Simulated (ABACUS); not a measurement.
# Mo (Im-3m) in ABACUS: further runs

The runs below take Mo through single point, relaxation of cell and atoms, with OLYP, WC, PBEsol.

Everything below comes from runs of ABACUS 3.10.1. Logs are shortened: lines on timing, memory, paths and dates and some standing lists are left out, and cuts for length are marked.

## Step 1: The crystal as given

It takes space group Im-3m (No. 229, cubic). Conventional cell: a = 3.168 Å, b = 3.168 Å, c = 3.168 Å, α = 90.00°, β = 90.00°, γ = 90.00°. Mo (site symmetry m-3m) has 8 Mo at 2.74 Å as nearest neighbours.

## Step 2: Single point, OLYP

run_abacus.py

```python
"""ABACUS run from a structure file: ASE reads it, the script writes STRU, KPT and INPUT."""
import re
import subprocess
import spglib
from ase import Atoms
from ase.io import read
from ase.units import Bohr

atoms = read("Mo.cif")
cell, frac, numbers = spglib.standardize_cell((atoms.cell[:], atoms.get_scaled_positions(), atoms.numbers), to_primitive=True, symprec=1e-4)
atoms = Atoms(numbers=numbers, cell=cell, scaled_positions=frac, pbc=True)  # the primitive cell
atoms = atoms[(-atoms.numbers).argsort(kind="stable")]  # ABACUS lists atoms element by element
pseudo = {'Mo': 'Mo.upf'}
orbital = {}
magmoms = None
kmesh = [10, 10, 10]
params = {
    'suffix': 'Mo',
    'calculation': 'scf',
    'basis_type': 'pw',
    'pseudo_dir': './',
    'symmetry': 1,
    'dft_functional': 'GGA_X_OPTX+GGA_C_LYP',
    'ecutwfc': 81,
    'pseudo_rcut': 10,
    'nspin': 1,
    'nbands': 17,
    'ks_solver': 'dav',
    'smearing_method': 'fd',
    'smearing_sigma': 0.00367493,
    'scf_thr': 1e-08,
    'scf_nmax': 100,
    'mixing_type': 'broyden',
    'mixing_beta': 0.7,
    'cal_force': 1,
    'cal_stress': 1,
    'out_chg': 1,
    'kpar': 4,
}

symbols = atoms.get_chemical_symbols()
elements = list(dict.fromkeys(symbols))
lines = ["ATOMIC_SPECIES"] + [f"{e} {atoms.get_masses()[symbols.index(e)]:.4f} {pseudo[e]}" for e in elements]
if orbital:
    lines += ["", "NUMERICAL_ORBITAL"] + [orbital[e] for e in elements]
lines += ["", "LATTICE_CONSTANT", f"{1 / Bohr:.10f}", "", "LATTICE_VECTORS"]
lines += [" ".join(f"{x:.10f}" for x in v) for v in atoms.cell]
lines += ["", "ATOMIC_POSITIONS", "Direct"]
for e in elements:
    lines += ["", e, "0.0", str(symbols.count(e))]
    for i, p in enumerate(atoms.get_scaled_positions(wrap=False)):
        if symbols[i] == e:
            mag = "" if magmoms is None else " mag " + " ".join(str(x) for x in (magmoms[i] if isinstance(magmoms[i], list) else [magmoms[i]]))
            lines.append(" ".join(f"{x:.10f}" for x in p) + " 1 1 1" + mag)
open("STRU", "w").write("\n".join(lines) + "\n")
open("KPT", "w").write("K_POINTS\n0\nGamma\n%d %d %d 0 0 0\n" % tuple(kmesh))
open("INPUT", "w").write("INPUT_PARAMETERS\n" + "".join(f"{k:<20s}{v}\n" for k, v in params.items()))

done = subprocess.run(['mpirun', '-np', '4', 'abacus'])
if done.returncode:
    raise SystemExit(done.returncode)
log = open("OUT.Mo/running_scf.log").read()
print("final energy (eV):", re.findall(r"FINAL_ETOT_IS (\S+)", log))
```

Mo.cif

```cif
data_Mo
_cell_length_a 3.16761794
_cell_length_b 3.16761794
_cell_length_c 3.16761794
_cell_angle_alpha 90.00000000
_cell_angle_beta 90.00000000
_cell_angle_gamma 90.00000000
_space_group_name_H-M_alt 'Im-3m'
_space_group_name_Hall '-I 4 2 3'
_space_group_IT_number 229
loop_
_space_group_symop_operation_xyz
'x,y,z'
'-x,-y,-z'
'-y,x,z'
'y,-x,-z'
'-x,-y,z'
'x,y,-z'
'y,-x,z'
'-y,x,-z'
'x,-y,-z'
'-x,y,z'
'-y,-x,-z'
'y,x,z'
'-x,y,-z'
'x,-y,z'
'y,x,-z'
'-y,-x,z'
'z,x,y'
'-z,-x,-y'
'z,-y,x'
'-z,y,-x'
'z,-x,-y'
'-z,x,y'
'z,y,-x'
'-z,-y,x'
'-z,x,-y'
'z,-x,y'
'-z,-y,-x'
'z,y,x'
'-z,-x,y'
'z,x,-y'
'-z,y,x'
'z,-y,-x'
'y,z,x'
'-y,-z,-x'
'x,z,-y'
'-x,-z,y'
'-y,z,-x'
'y,-z,x'
'-x,z,y'
'x,-z,-y'
'-y,-z,x'
'y,z,-x'
'-x,-z,-y'
'x,z,y'
'y,-z,-x'
'-y,z,x'
'x,-z,y'
'-x,z,-y'
'x+1/2,y+1/2,z+1/2'
'-x+1/2,-y+1/2,-z+1/2'
'-y+1/2,x+1/2,z+1/2'
'y+1/2,-x+1/2,-z+1/2'
'-x+1/2,-y+1/2,z+1/2'
'x+1/2,y+1/2,-z+1/2'
'y+1/2,-x+1/2,z+1/2'
'-y+1/2,x+1/2,-z+1/2'
'x+1/2,-y+1/2,-z+1/2'
'-x+1/2,y+1/2,z+1/2'
'-y+1/2,-x+1/2,-z+1/2'
'y+1/2,x+1/2,z+1/2'
'-x+1/2,y+1/2,-z+1/2'
'x+1/2,-y+1/2,z+1/2'
'y+1/2,x+1/2,-z+1/2'
'-y+1/2,-x+1/2,z+1/2'
'z+1/2,x+1/2,y+1/2'
'-z+1/2,-x+1/2,-y+1/2'
'z+1/2,-y+1/2,x+1/2'
'-z+1/2,y+1/2,-x+1/2'
'z+1/2,-x+1/2,-y+1/2'
'-z+1/2,x+1/2,y+1/2'
'z+1/2,y+1/2,-x+1/2'
'-z+1/2,-y+1/2,x+1/2'
'-z+1/2,x+1/2,-y+1/2'
'z+1/2,-x+1/2,y+1/2'
'-z+1/2,-y+1/2,-x+1/2'
'z+1/2,y+1/2,x+1/2'
'-z+1/2,-x+1/2,y+1/2'
'z+1/2,x+1/2,-y+1/2'
'-z+1/2,y+1/2,x+1/2'
'z+1/2,-y+1/2,-x+1/2'
'y+1/2,z+1/2,x+1/2'
'-y+1/2,-z+1/2,-x+1/2'
'x+1/2,z+1/2,-y+1/2'
'-x+1/2,-z+1/2,y+1/2'
'-y+1/2,z+1/2,-x+1/2'
'y+1/2,-z+1/2,x+1/2'
'-x+1/2,z+1/2,y+1/2'
'x+1/2,-z+1/2,-y+1/2'
'-y+1/2,-z+1/2,x+1/2'
'y+1/2,z+1/2,-x+1/2'
'-x+1/2,-z+1/2,-y+1/2'
'x+1/2,z+1/2,y+1/2'
'y+1/2,-z+1/2,-x+1/2'
'-y+1/2,z+1/2,x+1/2'
'x+1/2,-z+1/2,y+1/2'
'-x+1/2,z+1/2,-y+1/2'
loop_
_atom_site_label
_atom_site_type_symbol
_atom_site_symmetry_multiplicity
_atom_site_Wyckoff_symbol
_atom_site_fract_x
_atom_site_fract_y
_atom_site_fract_z
_atom_site_occupancy
Mo1 Mo 2 a 0.0000000000 0.0000000000 0.0000000000 1
```

Potentials or basis: PseudoDojo NC SR 0.5 PBE stringent, plane waves.

Run with:

```
$ OMP_NUM_THREADS=1 python run_abacus.py > log
```

running log:

```text
ABACUS v3.10.1

               Atomic-orbital Based Ab-initio Computation at UStc

 ------------------------------------------------------------------------------------

 READING GENERAL INFORMATION
                           global_out_dir = OUT.Mo/
                           global_in_card = INPUT
                               pseudo_dir = ./
                              orbital_dir =
                                    DSIZE = 4
                                    GSIZE = 1

 READING UNITCELL INFORMATION
                                    ntype = 1
                  lattice constant (Bohr) = 1.88973
              lattice constant (Angstrom) = 1

 READING ATOM TYPE 1
                               atom label = Mo
                      L=0, number of zeta = 1
                      L=1, number of zeta = 1
                      L=2, number of zeta = 1
             number of atom for this type = 1

                        TOTAL ATOM NUMBER = 1
DIRECT COORDINATES
    atom                   x                   y                   z     mag                  vx                  vy                  vz
taud_Mo1            0.0000000000        0.0000000000        0.0000000000  0.0000        0.0000000000        0.0000000000        0.0000000000

                          Volume (Bohr^3) = 107.242
                             Volume (A^3) = 15.8916

 Lattice vectors: (Cartesian coordinate: in unit of a_0)
             -1.58381            +1.58381            +1.58381
             +1.58381            -1.58381            +1.58381
             +1.58381            +1.58381            -1.58381
 Reciprocal vectors: (Cartesian coordinate: in unit of 2 pi/a_0)
                   +0           +0.315695           +0.315695
            +0.315695                  +0           +0.315695
            +0.315695           +0.315695                  +0
 The esolver type has been set to : ksdft_pw

                PAO radial cut off (Bohr) = 10

 Read in pseudopotential file is Mo.upf
                     pseudopotential type = NC
          exchange-correlation functional = PBE
                 nonlocal core correction = 1
                        valence electrons = 14
                                     lmax = 2
                           number of zeta = 4
                     number of projectors = 6
                           L of projector = 0
                           L of projector = 0
                           L of projector = 1
                           L of projector = 1
                           L of projector = 2
                           L of projector = 2
 XC functional updated to : GGA_X_OPTX+GGA_C_LYP
          exchange-correlation functional = GGA_X_OPTX+GGA_C_LYP
     initial pseudo atomic orbital number = 10

 SETUP THE ELECTRONS NUMBER
            electron number of element Mo = 14
      total electron number of element Mo = 14
            AUTOSET number of electrons:  = 14
                           occupied bands = 7
                                   NBANDS = 17
                                   NLOCAL = 9

%%%%%%%%%%%%%%%%%%%%%%%%%%%%%%%%%%%%%%%%%%%%%%%%%%%%%%%%%%%%%%%%%%%%%%%%%%%%%%%%%%%%%%%%%%%%%%%%%%%%%%%%%%
 Warning: the number of valence electrons in pseudopotential > 6 for Mo: [Kr] 4d5 5s1
 Pseudopotentials with additional electrons can yield (more) accurate outcomes, but may be less efficient.
 If you're confident that your chosen pseudopotential is appropriate, you can safely ignore this warning.
%%%%%%%%%%%%%%%%%%%%%%%%%%%%%%%%%%%%%%%%%%%%%%%%%%%%%%%%%%%%%%%%%%%%%%%%%%%%%%%%%%%%%%%%%%%%%%%%%%%%%%%%%%

[... 109 lines left out ...]
[... K-POINTS DIRECT COORDINATES: 47 rows ...]

           k-point number in this process = 12
       minimum distributed K point number = 11
[... stars of the k points ...]

[... K-POINTS CARTESIAN COORDINATES: 12 rows ...]

[... K-POINTS DIRECT COORDINATES: 12 rows ...]

 SETUP PLANE WAVES FOR WAVE FUNCTIONS
     energy cutoff for wavefunc (unit:Ry) = 81
              fft grid for wave functions = [ 30, 30, 30 ]
                    number of plane waves = 1985
                         number of sticks = 217

 PARALLEL PW FOR WAVE FUNCTIONS
     PROC   COLUMNS(POT)             PW
        1            217           1985
 --------------- sum -------------------
        1            217           1985

 SETUP NONLOCAL PSEUDOPOTENTIALS IN PLANE WAVE BASIS
 Mo non-local projectors:
 projector 1 L=0
 projector 2 L=0
 projector 3 L=1
 projector 4 L=1
 projector 5 L=2
 projector 6 L=2
      TOTAL NUMBER OF NONLOCAL PROJECTORS = 18

 Init Non-Local PseudoPotential table :
 Init Non-Local-Pseudopotential done.

                                     npwx = 1340

 Make real space PAO into reciprocal space.
       max mesh points in Pseudopotential = 1001
     dq(describe PAO in reciprocal space) = 0.01
                                    max q = 1084

 number of pseudo atomic orbitals for Mo is 4
WARNING: norm of atomic wavefunction # 3 of atomic type Mo is 0.999963, renormalized
WARNING: norm of atomic wavefunction # 4 of atomic type Mo is 0.999469, renormalized

 -------------------------------------------
 SELF-CONSISTENT
 -------------------------------------------
                                 init_chg = atomic

 PW ALGORITHM --------------- ION=   1  ELEC=   1--------------------------------
 Notice: Threshold on eigenvalues was too large.
 hsover_error=0.14 > DRHO=0.111789
 Origin diag ethr = 0.01
 New diag ethr = 0.00079849

 Density error is 0.111896270831
                          Error Threshold = 0.000798490183632
----------------------------------------------------------
     Energy           Rydberg                 eV
----------------------------------------------------------
 E_KohnSham     -140.6904292600      -1914.1914920021
 E_Harris       -142.8897716567      -1944.1150804494
 E_Fermi        1.6035151256         21.8169425380
----------------------------------------------------------
[... 51 lines left out ...]
 Density error is 8.96985234357e-10
                          Error Threshold = 4.4460076136e-10
----------------------------------------------------------
     Energy           Rydberg                 eV
----------------------------------------------------------
 E_KohnSham     -140.7150556809      -1914.5265516481
 E_KS(sigma->0) -140.7147348316      -1914.5221862688
 E_Harris       -140.7150509008      -1914.5264866112
 E_band         -4.2790581106        -58.2195723779
 E_one_elec     -18.9061036436       -257.2307365320
 E_Hartree      18.1576719829        247.0478013818
 E_xc           -20.8049311417       -283.0656100254
 E_Ewald        -119.1610511797      -1621.2692757139
 E_entropy(-TS) -0.0006416987        -0.0087307587
 E_descf        0.0000000000         0.0000000000
 E_exx          0.0000000000         0.0000000000
 E_Fermi        1.5445597507         21.0148135104
----------------------------------------------------------

 charge density convergence is achieved
 final etot is -1914.5265516 eV
 EFERMI = 21.01481351 eV

 STATE ENERGY(eV) AND OCCUPATIONS    NSPIN == 1
 1/12 kpoint (Cartesian) = 0.0000 0.0000 0.0000 (1289 pws)
       1       -40.5123     0.00200000
       2       -13.7987     0.00200000
       3       -13.7987     0.00200000
       4       -13.7987     0.00200000
       5        13.8039     0.00200000
       6        19.5827     0.00200000
[... 9 lines left out ...]
      16        50.5155        0.00000
[... 82 lines left out ...]
       4       -13.8087      0.0120000
       5        15.7304      0.0120000
       6        17.6060      0.0120000
[... 9 lines left out ...]
      16        47.6348        0.00000
      17        51.5000        0.00000

[... levels at 6 further k points ...]

------------------------------------------------------------------------------------------
 TOTAL-FORCE (eV/Angstrom)
------------------------------------------------------------------------------------------
                       Mo1         0.0000000000         0.0000000000         0.0000000000
------------------------------------------------------------------------------------------

----------------------------------------------------------------
 TOTAL-STRESS (KBAR)
----------------------------------------------------------------
       -66.7712029893        -0.0000000000        -0.0000000000
        -0.0000000000       -66.7712029893         0.0000000000
         0.0000000000         0.0000000000       -66.7712029893
----------------------------------------------------------------
 TOTAL-PRESSURE: -66.771203 KBAR

 --------------------------------------------
 !FINAL_ETOT_IS -1914.5265516481019858 eV
 --------------------------------------------
```

Wall time 2.7 s (4 MPI ranks of AMD EPYC 9R45 (Zen 5), shared host); peak memory 0.36 GiB.

Results:

```
Free energy            : -1914.5266 eV
Pressure               : -6.7 GPa
Band gap on the k mesh : none (metal or under the smearing width)
```

Caveat: the potentials were made for another functional, which shifts forces and pressure.

## Step 3: Single point, WC

INPUT

```
INPUT_PARAMETERS
suffix              Mo
calculation         scf
basis_type          pw
pseudo_dir          ./
latname             bcc
symmetry            1
dft_functional      wc
ecutwfc             81
pseudo_rcut         10
nspin               1
nbands              17
ks_solver           dav
smearing_method     fd
smearing_sigma      0.00367493
scf_thr             1e-08
scf_nmax            100
mixing_type         broyden
mixing_beta         0.7
cal_force           1
cal_stress          1
out_chg             1
kpar                4
```

STRU

```
ATOMIC_SPECIES
Mo 95.9500 Mo.upf

LATTICE_CONSTANT
5.9859303812

ATOMIC_POSITIONS
Direct

Mo
0.0
1
0.0000000000 0.0000000000 0.0000000000 1 1 1
```

KPT

```
K_POINTS
0
Gamma
10 10 10 0 0 0
```

Potentials or basis: PseudoDojo NC SR 0.4 PBEsol stringent, plane waves.

Run with:

```
$ OMP_NUM_THREADS=1 mpirun -np 4 abacus > log
```

Wall time 5.9 s (4 MPI ranks of Intel Xeon Platinum 8375C at 2.90GHz (Ice Lake), shared host); peak memory 0.24 GiB.

It converged, with:

```
Free energy            : -1913.4993 eV
Pressure               : -7.9 GPa
Band gap on the k mesh : none (metal or under the smearing width)
```

Levels at points of the mesh, in eV from the Fermi level:
| k point | band 3 | band 4 | band 5 | band 6 | band 7 | band 8 | band 9 | band 10 | band 11 | band 12 |
| --- | --- | --- | --- | --- | --- | --- | --- | --- | --- | --- |
| (0.00, 0.00, 0.00) | -34.64 | -34.64 | -7.30 | -1.43 | -1.43 | -1.43 | 1.52 | 1.52 | 14.80 | 14.80 |
| (0.50, 0.50, 0.00) | -35.06 | -34.65 | -5.34 | -3.43 | 1.46 | 1.54 | 2.16 | 4.55 | 11.25 | 11.90 |
| (0.50, 0.50, 0.50) | -35.56 | -35.56 | -5.43 | -5.43 | 3.81 | 3.81 | 3.81 | 8.84 | 8.84 | 8.84 |

Caveat: the potentials were made for another functional, which shifts forces and pressure.

(Part 1 of 2 ends here.)
